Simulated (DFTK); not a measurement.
Sb:

```
Sb
1.0
     2.15420    1.24373    3.75800
    -2.15420    1.24373    3.75800
     0.00000   -2.48746    3.75800
Sb
2
Cartesian
  0.0000 0.0000 8.6416
  0.0000 0.0000 2.6324
```

Base run:

- Program: DFTK 0.8.2
- Functional: PBE
- Potentials or basis: dojo.nc.sr.pbe.v0_4_1.standard.upf (PBE)
- Cutoff: 1088 eV
- k mesh: 8 × 8 × 8
- Occupations: fermi-dirac, width 0.05 eV
- Spin: no spin polarisation

Its results: band gap on the k mesh none (metal or under the smearing width); pressure 2.7 GPa; largest force 0.181 eV/Å.

Q: After a change of settings the same cell gave: band gap on the k mesh none (metal or under the smearing width); pressure -1.3 GPa; largest force 0.034 eV/Å. Which change was it?
A. functional from PBE to PBEsol; potentials or basis from dojo.nc.sr.pbe.v0_4_1.standard.upf (PBE) to cp2k.nc.sr.pbe.v0_1.largecore.gth (PBE, GTH); cutoff from 1088 eV to 735 eV; valence electrons from 30 to 10
B. potentials or basis from dojo.nc.sr.pbe.v0_4_1.standard.upf (PBE) to SG15 1.2 (PBE); cutoff from 1088 eV to 1225 eV; k mesh from 8 × 8 × 8 to 6 × 6 × 6
C. potentials or basis from dojo.nc.sr.pbe.v0_4_1.standard.upf (PBE) to in-house norm-conserving set (PBE, scalar relativistic); k mesh from 8 × 8 × 8 to 5 × 5 × 5
D. functional from PBE to LDA; potentials or basis from dojo.nc.sr.pbe.v0_4_1.standard.upf (PBE) to cp2k.nc.sr.lda.v0_1.largecore.gth (LDA, GTH); cutoff from 1088 eV to 735 eV; valence electrons from 30 to 10

A: D.

Caveats: GTH potentials come without recommended cutoffs, and this one wasn't checked for convergence (some runs).

Not every run made on this cell is shown here.
